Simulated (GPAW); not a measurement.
A run of GPAW 26.7.0:

File run.py:

```python
from ase import Atoms
from ase.calculators.mixing import SumCalculator
from ase.filters import FrechetCellFilter
from ase.io import write
from ase.optimize import BFGS
from dftd3.ase import DFTD3
from gpaw import GPAW, PW, setup_paths

setup_paths.insert(0, '.')

atoms = Atoms(['Ag', 'Ag'],
              cell=[[2.93, 0.0, 0.0],
                    [-1.465, 2.5374544331, 0.0],
                    [0.0, 0.0, 4.79]],
              scaled_positions=[[0.6666666667, 0.3333333333, 0.75],
                                [0.3333333333, 0.6666666667, 0.25]],
              pbc=True)

calc = GPAW(mode=PW(600),
            xc='PBEsol',
            kpts={'size': (8, 8, 4), 'gamma': True},
            occupations={'name': 'fermi-dirac', 'width': 0.05},
            nbands=31,
            convergence={'density': 1e-05, 'forces': 0.0001},
            maxiter=150,
            txt='gpaw.txt')
atoms.calc = SumCalculator([calc, DFTD3(method='pbesol', damping='d3zero')])
opt = BFGS(FrechetCellFilter(atoms), trajectory='relax.traj', logfile='-')
done = opt.run(fmax=0.02, steps=60)
calc.write('gs.gpw')
write('result.traj', atoms)
print('Converged:', done)
print('Cell:', atoms.cell.cellpar().round(4))
print('Volume:', round(atoms.get_volume(), 4))
print(atoms.get_scaled_positions().round(5))
```

Potentials or basis: PAW data sets generated in the run's folder for this functional, pw.

Command:

```bash
$ gpaw-setup -f PBEsol Ag
$ OMP_NUM_THREADS=1 python run.py
```

Hardware: 1 thread of Intel(R) Xeon(R) Platinum 8559C (Emerald Rapids) (shared host).

Q: Estimate the wall time of this run.

A: It took 120 s on 1 thread of Intel(R) Xeon(R) Platinum 8559C (Emerald Rapids), on a shared host, peak memory 0.32 GiB. Counts: scf iterations 78, plane waves 1200, bands 31, k points 35, ion steps 9.
